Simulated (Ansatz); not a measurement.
## Cu under changes of volume

One of the cells (11.810 Å³/atom); the others are scaled copies at fixed shape and fractional positions:

```
Cu
1.0
     0.00000    1.80750    1.80750
     1.80750    0.00000    1.80750
     1.80750    1.80750    0.00000
Cu
1
Direct
  0.00000 0.00000 0.00000
```

* Program: Ansatz 0.2.0
* Functional: B3LYP
* Potentials or basis: Ansatz PAW
* Cutoff: 420 eV (not typed: the program's choice for these potentials)
* k mesh: 7 × 7 × 7
* Occupations: fermi-dirac, width 0.05 eV
* Spin: no spin polarisation

```tsv
volume (Å³/atom)	energy over the lowest point (meV/atom)	pressure (GPa)
11.102	73.27	18.7
11.338	48.78	14.6
11.574	?	?
11.810	16.25	7.8
12.047	6.96	4.9
12.283	1.67	2.3
12.519	0.00	0.0
```

Q: What does the run at 11.574 Å³/atom give?

A: Energy over the lowest point 29.97 meV/atom; pressure 10.9 GPa.

Worked out: A Birch-Murnaghan fit of order 3 (a polynomial in V^(-2/3)) to the other rows has its minimum at 12.52 Å³/atom, just outside them, with B0 = V·E''(V) = 113 GPa and B' = 5.2. It gives 29.99 meV/atom at 11.574 Å³/atom, against the run's 29.97, and -dE/dV = 11.0 GPa, against 10.9.

Energies are extrapolated to zero smearing.

Caveats: all runs use coarse meshes; the PAW data sets come from PBE, with cores solved anew for the run's functional, which leaves a small shift of forces and pressure; the thresholds are loose for stress.
